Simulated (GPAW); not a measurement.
MgO:

```
CELL_PARAMETERS angstrom
0.00000 2.09700 2.09700
2.09700 0.00000 2.09700
2.09700 2.09700 0.00000
ATOMIC_POSITIONS crystal
Mg 0.00000 0.00000 0.00000
O 0.50000 0.50000 0.50000
```

The cell is a database's computed one.

Base run:

* Program: GPAW 26.7.0
* Functional: PBE
* Potentials or basis: PAW data sets generated in the run's folder for this functional
* Cutoff: 800 eV
* Basis: pw
* k mesh: 9 × 9 × 9
* Occupations: fermi-dirac, width 0.05 eV
* Spin: no spin polarisation

Its results: band gap on the k mesh 4.89 eV, direct; pressure 7.0 GPa.

Problem. After a change of settings the same cell gave: band gap on the k mesh 4.81 eV, direct; pressure 3.2 GPa. Which change was it?
A. functional from PBE to BLYP; k mesh from 9 × 9 × 9 to 11 × 11 × 11
B. functional from PBE to r2SCAN; potentials or basis from PAW data sets generated in the run's folder for this functional to GPAW PAW data sets (gpaw-data 1.2.1)
C. potentials or basis from PAW data sets generated in the run's folder for this functional to GPAW PAW data sets (gpaw-data 1.2.1), other valence; cutoff from 800 eV to 600 eV; valence electrons from 16 to 8
D. potentials or basis from PAW data sets generated in the run's folder for this functional to GPAW PAW data sets (gpaw-data 1.2.1)

Solution. C.

Caveats: the cutoff is short for stress and forces, so pressures can be off by a GPa or more (some runs); an odd mesh through Γ misses points on the zone boundary, where band edges often lie (some runs).

Not every run made on this cell is shown here.
